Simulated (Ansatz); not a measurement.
Take a crystal in which In has been replaced by Al on all its sites, with the cell rescaled by a rough guess (in some cases also distorted within its space group) and nothing relaxed:

```cif
data_structure
_symmetry_space_group_name_H-M 'P 1'
_symmetry_Int_Tables_number 1
_cell_length_a 3.2248
_cell_length_b 3.2248
_cell_length_c 4.8746
_cell_angle_alpha 90.000
_cell_angle_beta 90.000
_cell_angle_gamma 120.000
_cell_volume 43.90
loop_
_atom_site_label
_atom_site_type_symbol
_atom_site_fract_x
_atom_site_fract_y
_atom_site_fract_z
_atom_site_occupancy
Al1 Al 0.33333 0.66667 0.25000 1
Al2 Al 0.66667 0.33333 0.75000 1
```

Theory: DFT PBE, scalar-relativistic, plane waves, PAW (Ansatz 0.2.0).

Plane waves to 420 eV, a k mesh through Γ of 15×15×10 on the computed 2-atom cell and Gaussian smearing (0.10 eV); no spin polarisation.

(1) Will this cell want to expand or contract, and how hard?

(2) Is it a metal on this mesh?

Answers

(1) The pressure is -10.4 GPa (positive in compression), so the cell would contract.

(2) Yes, a band crosses the Fermi level.

This form isn't the element's structure at ambient conditions.